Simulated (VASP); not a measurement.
# As2Pt (Sperrylite) (Pa-3) in VASP: further runs

One crystal, As2Pt (Sperrylite), is run at these levels: PBE, r2SCAN, PBE+D3(BJ); tasks: relaxation of cell and atoms.

Program: VASP 6.6.1. These are calculated values, not measurements. Logs are shortened: lines on timing, memory, paths and dates and some standing lists are left out, and cuts for length are marked.

### Step 1. The structure

The structure is cubic, space group Pa-3 (No. 205). Conventional cell: a = 5.966 Å, b = 5.966 Å, c = 5.966 Å, α = 90.00°, β = 90.00°, γ = 90.00°. Around As (site symmetry 3) lie 1 As at 2.42 Å and 3 Pt at 2.49 Å. Around Pt (site symmetry -3) lie 6 As at 2.49 Å.

### Step 2. Relaxation of cell and atoms, PBE

The input, INCAR:

```
SYSTEM = As2Pt
  ALGO = Normal
  EDIFF = 1E-6
  EDIFFG = -0.01
  ENCUT = 300
  GGA = PE
  IBRION = 2
  ISIF = 3
  ISMEAR = 0
  LASPH = .True.
  LCHARG = .False.
  LREAL = .False.
  LWAVE = .False.
  NELM = 80
  NSW = 90
  PREC = Accurate
  SIGMA = 0.03
```

The input, KPOINTS:

```
k-points
0
Gamma
  3 3 3
  0 0 0
```

The input, POSCAR:

```
As2Pt
1.0
    5.9665000000      0.0000000000      0.0000000000
    0.0000000000      5.9665000000      0.0000000000
    0.0000000000      0.0000000000      5.9665000000
As Pt
8 4
Direct
    0.3830000000      0.3830000000      0.3830000000
    0.1170000000      0.6170000000      0.8830000000
    0.8830000000      0.1170000000      0.6170000000
    0.6170000000      0.8830000000      0.1170000000
    0.6170000000      0.6170000000      0.6170000000
    0.8830000000      0.3830000000      0.1170000000
    0.1170000000      0.8830000000      0.3830000000
    0.3830000000      0.1170000000      0.8830000000
    0.0000000000      0.0000000000      0.0000000000
    0.5000000000      0.0000000000      0.5000000000
    0.5000000000      0.5000000000      0.0000000000
    0.0000000000      0.5000000000      0.5000000000
```

Potentials or basis: VASP PAW PBE potentials, release 64 (As, Pt).

The run is started by

```
$ cat potpaw_PBE.64/As/POTCAR potpaw_PBE.64/Pt/POTCAR > POTCAR
$ mpirun -np 4 vasp_std > vasp.out
```

OUTCAR:

```text
SYSTEM = As2Pt
   EDIFF = 1E-6
   EDIFFG = -0.01
   ENCUT = 300
   GGA = PE
   IBRION = 2
   ISIF = 3
   ISMEAR = 0
   LASPH = .True.
   LREAL = .False.
   NELM = 80
   NSW = 90
   PREC = Accurate

 ion  position               nearest neighbor table
   1  0.383  0.383  0.383-   5 2.42  11 2.49  10 2.49  12 2.49
   2  0.117  0.617  0.883-   6 2.42  12 2.49  11 2.49   9 2.49
   3  0.883  0.117  0.617-   7 2.42   9 2.49  10 2.49  12 2.49
   4  0.617  0.883  0.117-   8 2.42  10 2.49   9 2.49  11 2.49
   5  0.617  0.617  0.617-   1 2.42  11 2.49  10 2.49  12 2.49
   6  0.883  0.383  0.117-   2 2.42  12 2.49  11 2.49   9 2.49
   7  0.117  0.883  0.383-   3 2.42   9 2.49  10 2.49  12 2.49
   8  0.383  0.117  0.883-   4 2.42  10 2.49   9 2.49  11 2.49
   9  0.000  0.000  0.000-   3 2.49   7 2.49   4 2.49   6 2.49   2 2.49   8 2.49
  10  0.500  0.000  0.500-   4 2.49   8 2.49   1 2.49   5 2.49   7 2.49   3 2.49
  11  0.500  0.500  0.000-   1 2.49   5 2.49   4 2.49   2 2.49   6 2.49   8 2.49
  12  0.000  0.500  0.500-   2 2.49   6 2.49   3 2.49   5 2.49   1 2.49   7 2.49

  LATTYP: Found a simple cubic cell.
 ALAT       =     5.9665000000

  Lattice vectors:

 A1 = (   5.9665000000,   0.0000000000,   0.0000000000)
 A2 = (   0.0000000000,   5.9665000000,   0.0000000000)
 A3 = (   0.0000000000,   0.0000000000,   5.9665000000)

Analysis of symmetry for initial positions (statically):
=====================================================================
 Subroutine PRICEL returns:
 Original cell was already a primitive cell.

 Routine SETGRP: Setting up the symmetry group for a
 simple cubic supercell.

 Subroutine GETGRP returns: Found 24 space group operations
 (whereof  6 operations were pure point group operations)
 out of a pool of 48 trial point group operations.

The static configuration has the point symmetry S_6 .
 The point group associated with its full space group is T_h .

Analysis of symmetry for dynamics (positions and initial velocities):
=====================================================================
 Subroutine PRICEL returns:
 Original cell was already a primitive cell.

 Routine SETGRP: Setting up the symmetry group for a
 simple cubic supercell.

 Subroutine GETGRP returns: Found 24 space group operations
 (whereof  6 operations were pure point group operations)
 out of a pool of 48 trial point group operations.

The dynamic configuration has the point symmetry S_6 .
 The point group associated with its full space group is T_h .

 Subroutine INISYM returns: Found 24 space group operations
 (whereof  6 operations are pure point group operations),
 and found     1 'primitive' translations

----------------------------------------------------------------------------------------

                                     Primitive cell

  volume of cell :     212.4022

  direct lattice vectors                    reciprocal lattice vectors
     5.966500000  0.000000000  0.000000000     0.167602447  0.000000000  0.000000000
     0.000000000  5.966500000  0.000000000     0.000000000  0.167602447  0.000000000
     0.000000000  0.000000000  5.966500000     0.000000000  0.000000000  0.167602447

  length of vectors
     5.966500000  5.966500000  5.966500000     0.167602447  0.167602447  0.167602447

  position of ions in fractional coordinates (direct lattice)
     0.383000000  0.383000000  0.383000000
     0.117000000  0.617000000  0.883000000
     0.883000000  0.117000000  0.617000000
     0.617000000  0.883000000  0.117000000
     0.617000000  0.617000000  0.617000000
     0.883000000  0.383000000  0.117000000
     0.117000000  0.883000000  0.383000000
     0.383000000  0.117000000  0.883000000
     0.000000000  0.000000000  0.000000000
     0.500000000  0.000000000  0.500000000
     0.500000000  0.500000000  0.000000000
     0.000000000  0.500000000  0.500000000

  ion indices of the primitive-cell ions
   primitive index   ion index
                 1           1
                 2           2
                 3           3
                 4           4
                 5           5
                 6           6
                 7           7
                 8           8
                 9           9
                10          10
                11          11
                12          12

----------------------------------------------------------------------------------------

 KPOINTS: k-points

Automatic generation of k-mesh.
 Grid dimensions read from file:
 generate k-points for:    3    3    3

 Generating k-lattice:

  Cartesian coordinates                     Fractional coordinates (reciprocal lattice)
     0.055867482  0.000000000  0.000000000     0.333333333  0.000000000  0.000000000
     0.000000000  0.055867482  0.000000000     0.000000000  0.333333333  0.000000000
     0.000000000  0.000000000  0.055867482     0.000000000  0.000000000  0.333333333

  Length of vectors
     0.055867482  0.055867482  0.055867482

  Shift w.r.t. Gamma in fractional coordinates (k-lattice)
     0.000000000  0.000000000  0.000000000

 Subroutine IBZKPT returns following result:
 ===========================================

 Found      4 irreducible k-points:

 Following reciprocal coordinates:
            Coordinates               Weight
  0.000000  0.000000  0.000000      1.000000
  0.333333  0.000000  0.000000      6.000000
  0.333333  0.333333  0.000000     12.000000
  0.333333  0.333333  0.333333      8.000000
   k-points           NKPTS =      4   k-points in BZ     NKDIM =      4   number of bands    NBANDS=     48
   number of dos      NEDOS =    301   number of ions     NIONS =     12
   total plane-waves  NPLWV =  46656
   dimension x,y,z NGX =    36 NGY =   36 NGZ =   36
   dimension x,y,z NGXF=    72 NGYF=   72 NGZF=   72
   ions per type =               8   4
   NGX,Y,Z   is equivalent  to a cutoff of  10.03, 10.03, 10.03 a.u.
   NGXF,Y,Z  is equivalent  to a cutoff of  20.06, 20.06, 20.06 a.u.
 SYSTEM =  As2Pt
   PREC   = accura    normal or accurate (medium, high low for compatibility)
   ISTART =      0    job   : 0-new  1-cont  2-samecut
   ICHARG =      2    charge: 1-file 2-atom 10-const
   ISPIN  =      1    spin polarized calculation?
   LNONCOLLINEAR =      F non collinear calculations
   LSORBIT =      F    spin-orbit coupling
   LASPH  =      T    aspherical Exc in radial PAW
   ENCUT  =  300.0 eV  22.05 Ry    4.70 a.u.   8.43  8.43  8.43*2*pi/ulx,y,z
   NELM   =     80;   NELMIN=  2; NELMDL= -5     # of ELM steps
   EDIFF  = 0.1E-05   stopping-criterion for ELM
   LREAL  =      F    real-space projection
   EDIFFG = -.1E-01   stopping-criterion for IOM
   NSW    =     90    number of steps for IOM
   IBRION =      2    ionic relax: 0-MD 1-quasi-New 2-CG
   NFREE  =      1    steps in history (QN), initial steepest desc. (CG)
   ISIF   =      3    stress and relaxation
   ISYM   =      2    0-nonsym 1-usesym 2-fastsym
   POTIM  = 0.5000    time-step for ionic-motion
   TEBEG  =    0.0;   TEEND  =   0.0 temperature during run
   PSTRESS=    0.0 pullay stress
   NELECT =      80.0000    total number of electrons
   NUPDOWN=      -1.0000    fix difference up-down
   EMIN   =  10.00;   EMAX   =-10.00  energy-range for DOS
   EFERMI =   0.00;   METHOD = LEGACY
   ISMEAR =     0;   SIGMA  =   0.03  broadening in eV -4-tet -1-fermi 0-gaus
   EFERMI_NEDOS =   21; number of points for ismear=-14 and -15
   IALGO  =     38    algorithm
   IMIX   =      4    mixing-type and parameters
     AMIX     =   0.40;   BMIX     =  1.00
     AMIX_MAG =   1.60;   BMIX_MAG =  1.00
  volume/ion in A,a.u.               =      17.70       119.45
  Fermi-wavevector in a.u.,A,eV,Ry     =   1.182275  2.234176 19.017873  1.397774
  Thomas-Fermi vector in A             =   2.318532
   LORBIT       =      0    0 simple, 1 ext, 2 COOP (PROOUT), +10 PAW based schemes
   GGA     = PE    functional components
   LHFCALC =     F    Hartree Fock is set to
   AEXX    =    0.0000 exact exchange contribution
   IVDW    =     0    specifies the selected vdW correction
   LEPSILON=     F    determine dielectric tensor
   LRPA    =     F    only Hartree local field effects (RPA)
 conjugate gradient relaxation of ions
 non-spin polarized calculation
 Gauss-broadening in eV      SIGMA  =   0.03
  energy-cutoff  :      300.00
  volume of cell :      212.40
 maximum number of plane-waves:      2518
 NGX is ok and might be reduce to    36
   NGX = 17   NGY = 17   NGZ = 17

--------------------------------------- Ionic step        1  -------------------------------------------

 number of electron      79.9999938 magnetization

 Free energy of the ion-electron system (eV)
  ---------------------------------------------------
  ext. energy  EPLUGINS =         0.00000000
  ---------------------------------------------------
  free energy    TOTEN  =       -67.69656947 eV

  energy without entropy =      -67.69656947  energy(sigma->0) =      -67.69656947

------------------------ aborting loop because EDIFF is reached ----------------------------------------

  FORCE on cell =-STRESS in cart. coord.  units (eV):
  Direction    XX          YY          ZZ          XY          YZ          ZX
  --------------------------------------------------------------------------------------
  -------------------------------------------------------------------------------------
  Total        9.1209872      9.1209872      9.1209872     -0.0000000     -0.0000000      0.0000000
  in kB       68.8008011     68.8008011     68.8008011     -0.0000000     -0.0000000      0.0000000
  external PRESSURE =      68.8008011 kB  Pullay stress =       0.0000000 kB
[... 215 lines left out ...]
  energy  without entropy=      -67.8988027848  energy(sigma->0) =      -67.89880278

--------------------------------------- Ionic step        6  -------------------------------------------

 number of electron      80.0000038 magnetization

 Free energy of the ion-electron system (eV)
  ---------------------------------------------------
  ext. energy  EPLUGINS =         0.00000000
  ---------------------------------------------------
  free energy    TOTEN  =       -67.89894107 eV

  energy without entropy =      -67.89894107  energy(sigma->0) =      -67.89894107

 E-fermi :   7.1622     XC(G=0): -11.1327

 val. band max:        7.0186169239   @ k =   0.3333   0.3333   0.0000
 cond. band min:       7.5352514912   @ k =   0.3333   0.3333   0.3333
 fundamental gap:      0.5166345673
 Fermi energy:         7.1622334532

 k-point     1 :       0.0000    0.0000    0.0000
  band No.  band energies     occupation
      1      -6.9434      2.00000
      2      -5.0351      2.00000
      3      -5.0351      2.00000
      4      -5.0351      2.00000
      5      -2.8809      2.00000
      6      -2.8809      2.00000
[... 40 lines left out ...]
     47      10.9007      0.00000
     48      11.5084      0.00000

 k-point     2 :       0.3333    0.0000    0.0000
  band No.  band energies     occupation
      1      -6.5507      2.00000
      2      -5.6019      2.00000
      3      -4.8768      2.00000
      4      -4.8664      2.00000
      5      -2.9867      2.00000
      6      -2.9113      2.00000
[... 40 lines left out ...]
     47      10.5139      0.00000
     48      10.8291      0.00000

 k-point     3 :       0.3333    0.3333    0.0000
  band No.  band energies     occupation
      1      -6.1722      2.00000
      2      -5.3057      2.00000
      3      -5.2991      2.00000
      4      -4.8685      2.00000
      5      -3.2005      2.00000
      6      -3.1639      2.00000
[... 40 lines left out ...]
     47      10.0953      0.00000
     48      10.1403      0.00000

 k-point     4 :       0.3333    0.3333    0.3333
  band No.  band energies     occupation
      1      -5.8133      2.00000
      2      -5.0938      2.00000
      3      -5.0657      2.00000
      4      -5.0657      2.00000
      5      -3.5031      2.00000
      6      -3.5031      2.00000
[... 79 lines left out ...]
  FREE ENERGIE OF THE ION-ELECTRON SYSTEM (eV)
  ---------------------------------------------------
  free  energy   TOTEN  =       -67.8989410733 eV

  energy  without entropy=      -67.8989410733  energy(sigma->0) =      -67.89894107

 reached required accuracy - stopping structural energy minimisation
```

It took 35 s on 4 MPI ranks of Intel Xeon Platinum 8488C (Sapphire Rapids), shared host; peak memory 0.13 GiB.

Results:

| Property | Result |
| --- | --- |
| Free energy | -67.8989 eV |
| Relaxed volume | 18.51 Å³/atom |
| Relaxed cell | a = 6.056 Å, b = 6.056 Å, c = 6.056 Å, α = 90.00°, β = 90.00°, γ = 90.00° |
| Space group after relaxing (to 0.05 Å) | Pa-3 (No. 205) |
| Energy gained by relaxing | 16.9 meV/atom |
| Ionic steps | 6 |
| Pressure after relaxing | 0.1 GPa |
| Band gap on the k mesh | 0.52 eV, indirect (least direct gap 1.05 eV) |

The path:
| step | energy change (eV) | largest force (eV/Å) | pressure (GPa) | volume (Å³) |
| --- | --- | --- | --- | --- |
| 1 | 0.0000 | 0.0670 | 6.88 | 212.40 |
| 2 | 0.1546 | 0.1611 | -7.36 | 236.63 |
| 3 | -0.1999 | 0.1043 | -0.09 | 222.29 |
| 4 | -0.2000 | 0.1035 | 0.02 | 222.09 |
| 5 | -0.2022 | 0.0251 | 0.04 | 222.12 |
| 6 | -0.2024 | 0.0002 | 0.06 | 222.13 |

Final structure:
```
CELL_PARAMETERS angstrom
6.05624 0.00000 0.00000
0.00000 6.05624 0.00000
0.00000 0.00000 6.05624
ATOMIC_POSITIONS crystal
As 0.38368 0.38368 0.38368
As 0.11632 0.61632 0.88368
As 0.88368 0.11632 0.61632
As 0.61632 0.88368 0.11632
As 0.61632 0.61632 0.61632
As 0.88368 0.38368 0.11632
As 0.11632 0.88368 0.38368
As 0.38368 0.11632 0.88368
Pt 0.00000 0.00000 0.00000
Pt 0.50000 0.00000 0.50000
Pt 0.50000 0.50000 0.00000
Pt 0.00000 0.50000 0.50000
```

Levels at points of the mesh, in eV from the valence-band top:
| k point | band 38 | band 39 | band 40 | band 41 | band 42 | band 43 |
| --- | --- | --- | --- | --- | --- | --- |
| (0.00, 0.00, 0.00) | -0.94 | -0.94 | -0.94 | 0.58 | 0.58 | 0.58 |

Caveat: spin-orbit coupling is left out, which moves the levels of the heavy elements; an odd mesh through Γ misses points on the zone boundary, where band edges often lie.

(Part 1 of 3 ends here.)
